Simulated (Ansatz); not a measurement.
**Response of Sr to small distortions**

```yaml
crystal:
  lattice:
    - [4.31000, 0.00000, 0.00000]
    - [-2.15500, 3.73257, 0.00000]
    - [0.00000, 0.00000, 7.05000]
  atoms:
    - { symbol: Sr, position: [0.33333, 0.66667, 0.25000] }
    - { symbol: Sr, position: [0.66667, 0.33333, 0.75000] }
```

Atoms are numbered in the order listed.

Conventional cell: a = 4.310 Å, b = 4.310 Å, c = 7.050 Å, α = 90.00°, β = 90.00°, γ = 120.00°. Around Sr (atom 1) lie 12 Sr at 4.31 Å.

The cell is COD entry 1540836, as deposited and not checked against the literature; nothing was relaxed.

All numbers below come from DFT, PBE, all-electron LAPW, scalar-relativistic in Ansatz 0.2.0.

Settings: a Γ-centred 10×10×5 k mesh, Fermi–Dirac smearing of 0.08 eV, basis error target 1 meV/atom, no spin polarisation.

The unchanged cell is at -0.28 GPa.

In a metal, stresses and small energies carry noise from the k mesh.

x, y and z are the Cartesian axes of the cell as listed; fractional coordinates follow a strain, and an engineering shear is twice the off-diagonal strain component.

(1) With this change (z strained by -2 % at fixed volume), what becomes of the energy and stress?

With equal xy, yz and zx engineering shear strains of -1.5 %: energy change under 1 meV/atom; stress change (xx, yy, zz, yz, xz, xy) 0.00, 0.01, 0.00, 0.08, 0.08, 0.13 GPa, compression positive; change of the force on Sr1 (0.014, 0.000, 0.001) eV/Å.

(2) With this change (atom 1 (Sr) moved by (0.0000, 0.0000, 0.0800) Å), what becomes of the energy and stress and forces?

(3) What force constant does this one finite step give for Sr1 along its displacement (all its periodic images move with it)?

Answers

(1) Energy change +3 meV/atom; stress change (xx, yy, zz, yz, xz, xy) -0.16, -0.16, 0.35, 0.00, 0.00, 0.00 GPa, compression positive.

(2) Energy change +2 meV/atom; stress change (xx, yy, zz, yz, xz, xy) 0.01, 0.01, 0.03, 0.00, 0.00, 0.00 GPa, compression positive; change of the force on Sr1 (0.000, 0.000, -0.103) eV/Å.

(3) k = −ΔF·u/|u|² = 1.28 eV/Å², so the force pulls the atom back.
